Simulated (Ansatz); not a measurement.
Reaction (ligand exchange at the Sn–C bond): `F[C](F)(F)[Sn]([Cl])([Cl])[Cl]` + `O[Si](O)(O)O` → `O[Si](O)(O)[O][Sn]([Cl])([Cl])[Cl]` + `FC(F)F`

Computed with Ansatz on PBE0-D4/def2-TZVP structures; ΔE is electronic, products minus reactants. CCSD(T)/CBS adds triple-zeta CCSD(T) − MP2 to the extrapolated MP2 energy (def2 sets, frozen cores). This one scheme is used for every species. Functionals use def2-TZVPP. HSE06 is defined as in plane-wave codes. def2 core potentials past Kr. For Sn outer-core shells are correlated without core-valence functions, which leaves a few kJ/mol of doubt a bond. Each species was taken in one conformer, which may not be the lowest.

(1) Is it downhill or uphill in electronic energy at CCSD(T)/CBS, and by how much? (An estimate is asked.)

(2) What do these levels give: PBE-D4, r2SCAN0-D4, HSE06-D4, ωB97M-V, r2SCAN, MP2/CBS(def2)? (Best estimate.)

Largest T1 diagnostic among the species: 0.012.

## Answers

(1) Ansatz gave: Downhill: ΔE = -24.7 kcal/mol.

(2) Ansatz gave: PBE-D4 -18.2, r2SCAN0-D4 -22.9, HSE06-D4 -20.9, ωB97M-V -22.2, r2SCAN -20.9, MP2/CBS(def2) -25.5 kcal/mol.

From r2SCAN to r2SCAN0 (25 % exact exchange), in def2-TZVPP and without D4, ΔE moves by −1.5 kcal/mol. At CCSD(T), def2-SVP lies −1.3 kcal/mol from the extrapolated value and def2-TZVPP +0.1 kcal/mol.
